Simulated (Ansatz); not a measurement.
**Eigenvalues along a path: In (sc type)**

```yaml
crystal:
  lattice:
    - [3.08853, 0.00000, 0.00000]
    - [0.00000, 3.08853, 0.00000]
    - [0.00000, 0.00000, 3.08853]
  atoms:
    - { symbol: In, position: [0.00000, 0.00000, 0.00000] }
```

The cell comes from a relaxation on PAW files under the same functional, begun from a prototype that needn't be the stable phase.

Level of theory: DFT with PBE, scalar-relativistic, in Ansatz 0.2.0; a Γ-centred 12×12×12 k mesh, Fermi–Dirac smearing of 0.05 eV, no spin polarisation. LAPW: all electrons, basis error target 1 meV/atom.

Path points, in fractions of the reciprocal vectors: Γ (0.000, 0.000, 0.000), X (0.000, 0.500, 0.000), M (0.500, 0.500, 0.000), R (0.500, 0.500, 0.500). The distance column jumps between branches of the path. Levels in eV from the Fermi level; bands 5 to 13, counted from the lowest band of the run. The gap is zero, the pressure 0.01 GPa.

```
# k(1/Å) point b5 b6 b7 b8 b9 b10 b11 b12 b13
0.000 Γ -14.89 -14.89 -14.24 -14.24 -14.24 -8.80 7.13 7.13 7.13
0.145 - -14.89 -14.87 -14.25 -14.25 -14.24 -8.72 6.02 7.23 7.23
0.291 - -14.88 -14.80 -14.27 -14.27 -14.23 -8.46 4.15 7.51 7.51
0.436 - -14.87 -14.71 -14.31 -14.31 -14.23 -8.04 2.26 7.96 7.96
0.581 - -14.86 -14.61 -14.35 -14.35 -14.23 -7.45 0.48 8.55 8.55
0.727 - -14.86 -14.52 -14.38 -14.38 -14.22 -6.69 -1.15 9.20 9.20
0.872 - -14.85 -14.45 -14.41 -14.41 -14.22 -5.85 -2.52 9.79 9.79
1.017 X -14.85 -14.43 -14.42 -14.42 -14.22 -5.34 -3.21 10.05 10.05
1.162 - -14.83 -14.43 -14.42 -14.41 -14.23 -5.26 -3.12 9.06 10.16
1.308 - -14.79 -14.47 -14.41 -14.38 -14.25 -5.03 -2.86 7.24 9.67
1.453 - -14.73 -14.53 -14.41 -14.32 -14.29 -4.63 -2.45 5.33 8.01
1.598 - -14.69 -14.59 -14.40 -14.33 -14.23 -4.07 -1.91 3.51 6.50
1.744 - -14.66 -14.64 -14.40 -14.36 -14.14 -3.32 -1.32 1.83 5.22
1.889 - -14.68 -14.64 -14.39 -14.38 -14.07 -2.43 -0.78 0.35 4.27
2.034 M -14.69 -14.64 -14.39 -14.39 -14.05 -1.72 -0.54 -0.54 3.89
2.240 - -14.67 -14.65 -14.39 -14.38 -14.10 -2.99 -0.32 0.39 4.67
2.445 - -14.68 -14.59 -14.37 -14.36 -14.23 -4.65 0.32 1.34 6.71
2.651 - -14.73 -14.50 -14.41 -14.34 -14.33 -6.12 1.35 2.25 9.46
2.856 - -14.78 -14.59 -14.39 -14.30 -14.30 -7.29 2.70 3.35 8.80
3.062 - -14.84 -14.75 -14.31 -14.27 -14.27 -8.13 4.31 4.70 7.89
3.267 - -14.87 -14.85 -14.26 -14.25 -14.24 -8.63 6.03 6.20 7.32
3.473 Γ -14.89 -14.89 -14.24 -14.24 -14.24 -8.80 7.13 7.13 7.13
3.725 - -14.85 -14.85 -14.26 -14.25 -14.25 -8.55 6.12 6.12 6.37
3.976 - -14.74 -14.74 -14.31 -14.30 -14.30 -7.79 4.65 4.65 5.24
4.228 - -14.58 -14.58 -14.40 -14.38 -14.38 -6.54 3.46 3.46 4.42
4.480 - -14.49 -14.47 -14.47 -14.39 -14.39 -4.80 2.66 2.66 4.03
4.731 - -14.57 -14.56 -14.56 -14.21 -14.21 -2.64 2.23 2.23 4.01
4.983 - -14.63 -14.62 -14.62 -14.08 -14.08 -0.18 2.08 2.08 3.88
5.235 R -14.64 -14.64 -14.64 -14.04 -14.04 2.07 2.07 2.07 2.49
5.440 - -14.64 -14.63 -14.62 -14.08 -14.05 0.41 1.63 2.30 3.87
5.646 - -14.61 -14.60 -14.55 -14.21 -14.10 -1.33 0.57 2.99 4.91
5.851 - -14.57 -14.55 -14.46 -14.38 -14.17 -2.79 -0.62 4.08 5.79
6.057 - -14.56 -14.52 -14.50 -14.37 -14.26 -3.92 -1.69 5.52 6.82
6.262 - -14.71 -14.47 -14.46 -14.35 -14.29 -4.72 -2.52 7.20 8.06
6.468 - -14.81 -14.43 -14.43 -14.41 -14.24 -5.18 -3.04 8.98 9.36
6.673 X -14.85 -14.43 -14.42 -14.42 -14.22 -5.34 -3.21 10.05 10.05
8.112 R -14.64 -14.64 -14.64 -14.04 -14.04 2.07 2.07 2.07 2.49
8.257 - -14.65 -14.63 -14.63 -14.07 -14.04 1.12 1.85 1.85 3.65
8.402 - -14.65 -14.60 -14.60 -14.15 -14.04 0.20 1.34 1.34 5.20
8.548 - -14.66 -14.55 -14.55 -14.27 -14.04 -0.52 0.76 0.76 4.98
8.693 - -14.67 -14.49 -14.49 -14.41 -14.04 -1.06 0.22 0.22 4.50
8.838 - -14.68 -14.53 -14.44 -14.44 -14.04 -1.44 -0.19 -0.19 4.16
8.984 - -14.69 -14.61 -14.40 -14.40 -14.05 -1.65 -0.45 -0.45 3.96
9.129 M -14.69 -14.64 -14.39 -14.39 -14.05 -1.72 -0.54 -0.54 3.89
```
